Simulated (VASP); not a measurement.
A run of VASP 6.6.1 is set up as follows.

File INCAR:

```
PREC = Accurate
ENCUT = 450
EDIFF = 1E-8
ISMEAR = 0
SIGMA = 0.02
LREAL = False
LASPH = True
NELM = 120
ALGO = Normal
ISIF = 2
LWAVE = False
LCHARG = False
GGA = PE
LEPSILON = True
IBRION = 8
KPAR = 4
```

File KPOINTS:

```
regular mesh
0
Gamma
  9 9 7
```

Contents of POSCAR:

```
ZrO2                                    
1.0
    3.6215151798      0.0000000000      0.0000000000
    0.0000000000      3.6215151798      0.0000000000
    0.0000000000      0.0000000000      5.2770352118
  Zr              O             
     2     4
Direct
     0.0000000000000000    0.0000000000000000    0.0000000000000000
     0.5000000000000000    0.5000000000000000    0.5000000000000000
     0.0000000000000000    0.5000000000000000    0.3061987805230970
     0.0000000000000000    0.5000000000000000    0.8061987805230970
     0.5000000000000000    0.0000000000000000    0.6938012194769030
     0.5000000000000000    0.0000000000000000    0.1938012194769030
```

Potentials or basis: VASP PAW PBE potentials, release 64 (Zr_sv, O).

Launch:

```sh
$ cat potpaw_PBE.64/Zr_sv/POTCAR potpaw_PBE.64/O/POTCAR > POTCAR
$ mpirun -np 4 vasp_std > vasp.out
```

What does it give for the electronic dielectric tensor (diagonal)?

5.72, 5.72, 5.00.

Estimate the Born charges (mean of the diagonal).

Zr +5.46; O -2.73 e.

Estimate the highest phonon frequency at Γ, LO-TO splitting left out.

623 cm⁻¹.

Predict the band gap on the k mesh.

4.02 eV, indirect (least direct gap 4.12 eV).

Phonon frequencies in cm⁻¹ (negative: imaginary):
| q point | frequencies |
| --- | --- |
| (0.000, 0.000, 0.000) | -1 -1 0 77 77 125 125 283 300 322 415 415 428 428 575 618 623 623 |

Caveat: an odd mesh through Γ misses points on the zone boundary, where band edges often lie.
